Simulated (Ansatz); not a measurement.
# Pt: pressure against volume

Pt, Fm-3m, a = 3.940 Å. Ansatz: r2SCAN, PAW, 500 eV, Γ-centred 18×18×18 mesh on 1 atom, Gaussian smearing 0.10 eV; no spin polarisation. Symmetry fixes shape and atoms, so the cell is only scaled; pressure is positive in compression.

```
V (Å³/atom) P (GPa)
     13.458    48.93
     13.917    33.02
     14.375    19.86
     14.834        ?
     15.293     0.00
     15.752    -7.40
     16.211   -13.45
     16.822   -19.85
```

Q: Take V0 = 15.293 Å³/atom, fit the third-order Birch–Murnaghan form to the other rows, and predict the missing pressure.

A: With the Eulerian strain f = ½[(V0/V)^(2/3) − 1] and y = P/[3f(1 + 2f)^(5/2)], the form is the line y = B0 + 1.5 B0 (B0′ − 4) f. Rows (f, y): 0.04448, 296.3; 0.03244, 290.0; 0.02107, 283.4; -0.00976, 265.5; -0.01906, 259.2; -0.03078, 252.0. Means f = 0.006398, y = 274.40; Σ(Δf)² = 0.004635, ΣΔfΔy = 2.736; the slope is their ratio. y = 270.6 + 590.2 f GPa, so B0 = 270.6 GPa and B0′ = 4 + 2 × (590.2)/(3 × 270.6) = 5.45. At V = 14.834, f = 0.01026, y = 276.66 and P = 8.96 GPa. The run gave 8.98 GPa, so the fit is 0.02 GPa too low, within the rms miss on the fitted rows (0.04 GPa).

Spin–orbit coupling is left out, which can shift energies with elements as heavy as these.